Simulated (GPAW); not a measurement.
# FePt (Tetraferroplatinum) (P4/mmm) in GPAW: notebook, part 2 of 2

GPAW 26.7.0. The steps go on from the part before.

## (4) Density of states, PBE+U, collinear spin, ferromagnetic start

run.py reads:

```python
import numpy as np
from ase import Atoms
from ase.dft.bandgap import bandgap
from ase.io import write
from ase.units import GPa
from gpaw import GPAW, PW

atoms = Atoms(['Pt', 'Fe'],
              cell=[[2.7235, 0.0, 0.0],
                    [0.0, 2.7235, 0.0],
                    [0.0, 0.0, 3.72]],
              scaled_positions=[[0.5, 0.5, 0.5],
                                [0.0, 0.0, 0.0]],
              pbc=True)
atoms.set_initial_magnetic_moments([0.0, 3.0])

calc = GPAW(mode=PW(600),
            xc='PBE',
            kpts={'size': (7, 7, 5), 'gamma': True},
            occupations={'name': 'fermi-dirac', 'width': 0.05},
            setups={'Fe': ':d,2.0'},
            nbands=24,
            convergence={'density': 1e-05, 'energy': 1e-05},
            maxiter=150,
            txt='gpaw.txt')
atoms.calc = calc
energy = atoms.get_potential_energy()
forces = atoms.get_forces()
stress = atoms.get_stress()
calc.write('gs.gpw')
write('result.traj', atoms)
print(f'Energy: {energy:.6f} eV')
print('Forces (eV/A):')
print(forces.round(4))
print('Stress (GPa):', (stress / GPa).round(3))
print('Moments:', calc.get_magnetic_moments().round(3))
print('Fermi level:', round(calc.get_fermi_level(), 4), 'eV')
print(f'Gap: {bandgap(calc)[0]:.4f} eV, direct: {bandgap(calc, direct=True)[0]:.4f} eV')

dense = calc.fixed_density(kpts={'size': (10, 10, 7), 'gamma': True}, update_fermi_level=True,
                           nbands=34, convergence={'bands': 'CBM+6.0', 'eigenstates': 1e-6}, txt='dos.txt')
ef = dense.get_fermi_level()
dos = dense.dos(shift_fermi_level=False)
energies = np.linspace(ef - 14, ef + 6, 401)
spins = [0, 1]
columns = [energies] + [dos.raw_dos(energies, spin=s, width=0.05) for s in spins]
for symbol, l in [('Fe', 0), ('Fe', 1), ('Fe', 2), ('Pt', 0), ('Pt', 1), ('Pt', 2)]:
    for s in spins:
        columns.append(sum(dos.raw_pdos(energies, a=a.index, l=l, spin=s, width=0.05)
                           for a in atoms if a.symbol == symbol))
np.savetxt('dos.dat', np.array(columns).T, fmt='%.4f')
print('Fermi level on the dense mesh:', round(ef, 4), 'eV')
```

Potentials or basis: GPAW PAW data sets (gpaw-data 1.2.1), pw.

Launch:

```sh
OMP_NUM_THREADS=1 python run.py
```

gpaw.txt:

```text
__  _  _
 | _ |_)|_||  |
 |__||  | ||/\| - 26.7.0

Input parameters:
  mode=PW(ecut=600.0),
  convergence={'density': 1e-05, 'energy': 1e-05},
  kpts=MonkhorstPack(size=(7, 7, 5), gamma=True),
  maxiter=150,
  nbands=24,
  occupations=Occupations(name='fermi-dirac', width=0.05),
  setups={'Fe': ':d,2.0'},
  xc=XC(name='PBE')

Diagonalizing LCAO Hamiltonian
Converting LCAO to pw mode
   .------.
  /|      |
 * |      |
 | |      |
 | | Pt   |
 | .------.
 |/      /
 Fe-----*

Atoms  # Å, Bohr magnetons
|   | symbol |        x |        y |        z |    initial magnetic moments |
|---|--------|----------|----------|----------|-----------------------------|
| 0 |     Pt | 1.361750 | 1.361750 | 1.860000 | ( 0.0000,  0.0000,  0.0000) |
| 1 |     Fe | 0.000000 | 0.000000 | 0.000000 | ( 0.0000,  0.0000,  3.0000) |

Unit cell  # Å
| periodic |        x |        y |        z |  lengths |    angles |
|----------|----------|----------|----------|----------|-----------|
|      yes | 2.723500 | 0.000000 | 0.000000 | 2.723500 | 90.000000 |
|      yes | 0.000000 | 2.723500 | 0.000000 | 2.723500 | 90.000000 |
|      yes | 0.000000 | 0.000000 | 3.720000 | 3.720000 | 90.000000 |

Number of symmetries: 16
Symmetry operations  # r_c * U_cc + t_c -> r_c
|    | kind |            matrix            |
|----|------|------------------------------|
|  0 |  E   |  1, 0, 0,  0, 1, 0,  0, 0, 1 |
|  1 |  σ   |  1, 0, 0,  0, 1, 0,  0, 0,-1 |
[... 165 lines left out ...]
|iter:  13| |  -14.782125c| -7.22 | -3.94 |  +3.5593|
|iter:  14| |  -14.782124c| -7.70c| -4.28 |  +3.5590|
|iter:  15| |  -14.782122c| -7.95c| -4.64 |  +3.5586|
|iter:  16| |  -14.782120c| -7.78c| -4.80 |  +3.5585|
|iter:  17| |  -14.782120c| -8.58c| -5.39c|  +3.5585|

Converged in 17 steps
Energy contributions relative to reference atoms: (reference = -534994.817367)

Energy contributions:
  Kinetic:          12.813594
  Coulomb:         -11.871805
  Zero:             -0.481078
  External:          0.000000
  Xc:              -15.235836
  Entropy:          -0.013990
  Spinorbit:         0.000000
  ----------------------------
  Free energy:     -14.789115
  Extrapolated:    -14.782120

dipole moment: (-6.627117, -6.627117, -9.051910)  # |e|*Ang

Total magnetic moment: (0.000000, 0.000000, 3.558496)

Local magnetic moments
|        x |        y |        z |
|----------|----------|----------|
| 0.000000 | 0.000000 | 0.334881 |  # Pt   0
| 0.000000 | 0.000000 | 3.262252 |  # Fe   1

Fermi level: 11.191
Eigenvalues  # (at kpt = [0.000, 0.000, 0.000])
| band index |      eig [eV] | occ [0-1] |      eig [eV] | occ [0-1] |
|------------|---------------|-----------|---------------|-----------|
|          0 |       -41.811 |     1.000 |       -41.529 |     1.000 |
|        ... |               |           |               |           |
|          4 |         4.289 |     1.000 |         5.330 |     1.000 |
|          5 |         4.743 |     1.000 |         5.358 |     1.000 |
|          6 |         6.755 |     1.000 |         8.801 |     1.000 |
|          7 |         6.755 |     1.000 |         8.801 |     1.000 |
|          8 |         7.248 |     1.000 |        10.265 |     1.000 |
|          9 |         7.740 |     1.000 |        10.394 |     1.000 |
[... 8 lines left out ...]
|         18 |        28.565 |     0.000 |        28.255 |     0.000 |
|         19 |        29.388 |     0.000 |        30.376 |     0.000 |
|        ... |               |           |               |           |
|         23 |        33.773 |     0.000 |        33.989 |     0.000 |

No gap
No difference between direct/indirect transitions

Forces  # eV/Ang
|       x |        y |       z |
|---------|----------|---------|
| 0.00000 |  0.00000 | 0.00000 |  # Pt   0
| 0.00000 | -0.00000 | 0.00000 |  # Fe   1

Stress tensor  # eV/Ang^3
|         x |         y |         z |
|-----------|-----------|-----------|
| -0.064169 |  0.000000 |  0.000000 |
|  0.000000 | -0.064169 |  0.000000 |
|  0.000000 |  0.000000 | -0.061576 |

# Writing to gs.gpw (mode='')
```

Wall time 85 s (1 thread of Arm Neoverse V1, shared host); peak memory 0.29 GiB.

What came out:

| Property | Result |
| --- | --- |
| Free energy | -14.7891 eV |
| Pressure | 10.1 GPa |
| Band gap on the k mesh | none (metal or under the smearing width) |
| Net moment | 3.56 μB per cell |
| Site moments | Pt +0.33; Fe +3.26 μB |
| Density of states at the Fermi level | 0.77 states/eV per cell |

Levels at points of the mesh, in eV from the Fermi level:
Spin up:
```tsv
k point	band 12	band 13	band 14	band 15	band 16	band 17
(0.00, 0.00, 0.00)	-0.99	-0.99	-0.73	2.03	9.47	11.47
```
Spin down:
```
           k point  band 7  band 8  band 9  band 10  band 11  band 12  band 13  band 14
(0.00, 0.00, 0.00)   -2.39   -2.39   -0.93    -0.80     1.05     2.04     2.04     2.19
```

States per cell in windows of 1 eV (zero at the Fermi level; states under -8 eV left out):
```
from (eV)    up  down
     -8.0  0.19  0.14
     -7.0  1.06  0.36
     -6.0  1.67  0.95
     -5.0  2.30  1.34
     -4.0  2.03  1.07
     -3.0  1.53  1.24
     -2.0  1.39  0.76
     -1.0  0.52  1.22
      0.0  0.23  0.85
      1.0  0.18  2.19
      2.0  0.28  0.81
      3.0  0.26  0.37
      4.0  0.13  0.27
      5.0  0.31  0.16
```

Caveat: the U is typed as a test and isn't derived for this compound. The state reached can hang on the start; a lower one may exist.

## (5) Density of states, PBE+U, collinear spin, ferromagnetic start

Edit run.py of step 4 so:

```diff
@@ -20,3 +20,3 @@
             occupations={'name': 'fermi-dirac', 'width': 0.05},
-            setups={'Fe': ':d,2.0'},
+            setups={'Fe': ':d,3.0'},
             nbands=24,
```

Launch:

```sh
OMP_NUM_THREADS=1 python run.py
```

It took 88 s on 1 thread of Arm Neoverse V1, shared host; peak memory 0.29 GiB.

Results (log left out):

```yaml
Free_energy: -14.3455 eV
Pressure: 13.1 GPa
Band_gap_on_the_k_mesh: none (metal or under the smearing width)
Net_moment: 3.65 μB per cell
Site_moments: Pt +0.31; Fe +3.39 μB
Density_of_states_at_the_Fermi_level: 1.52 states/eV per cell
```

Stress tensor (GPa, compression positive):
```
12.83  0.00  0.00
 0.00 12.83  0.00
 0.00  0.00 13.51
```

Levels at points of the mesh, in eV from the Fermi level:
Spin up:
```csv
k point,band 12,band 13,band 14,band 15,band 16,band 17
"(0.00, 0.00, 0.00)",-1.16,-1.16,-0.73,1.95,9.37,11.40
```
Spin down:
| k point | band 8 | band 9 | band 10 | band 11 | band 12 | band 13 |
| --- | --- | --- | --- | --- | --- | --- |
| (0.00, 0.00, 0.00) | -2.34 | -1.15 | -0.77 | 1.30 | 2.13 | 2.36 |

States per cell in windows of 1 eV (zero at the Fermi level; states under -8 eV left out):
```tsv
from (eV)	up	down
-8.0	0.36	0.15
-7.0	1.64	0.39
-6.0	2.02	0.98
-5.0	2.29	1.28
-4.0	1.32	1.09
-3.0	1.34	1.21
-2.0	1.35	0.79
-1.0	0.39	1.10
0.0	0.21	0.76
1.0	0.20	1.86
2.0	0.28	1.26
3.0	0.23	0.39
4.0	0.19	0.33
```

Caveat: the U is typed as a test and isn't derived for this compound. The state reached can hang on the start; a lower one may exist.

## (6) Summary

| level | U | gap on the mesh (eV) | pressure (GPa) | moment (μB) |
| --- | --- | --- | --- | --- |
| PBE | - | none | 4.3 | 3.28 |
| PBE+U | Fe d U = 1 eV | none | 7.1 | 3.43 |
| PBE+U | Fe d U = 2 eV | none | 10.1 | 3.56 |
| PBE+U | Fe d U = 3 eV | none | 13.1 | 3.65 |

Alike in all rows: task density of states; potentials or basis GPAW PAW data sets (gpaw-data 1.2.1), pw; spin collinear, ferromagnetic start; cell as given; k mesh 7 × 7 × 5; cutoff (eV) 600; smearing fermi-dirac 0.05 eV.

Every run on the cell as given and a fine mesh finds a metal. The pressure there spans 4.3 GPa (PBE) to 13.1 GPa (PBE+U); a positive pressure means that this level wants a larger cell, a negative one a smaller.

Caveats: the U is typed as a test and isn't derived for this compound (some runs).

Total energies depend on the potentials used, so only differences within one code and one set of settings carry meaning.
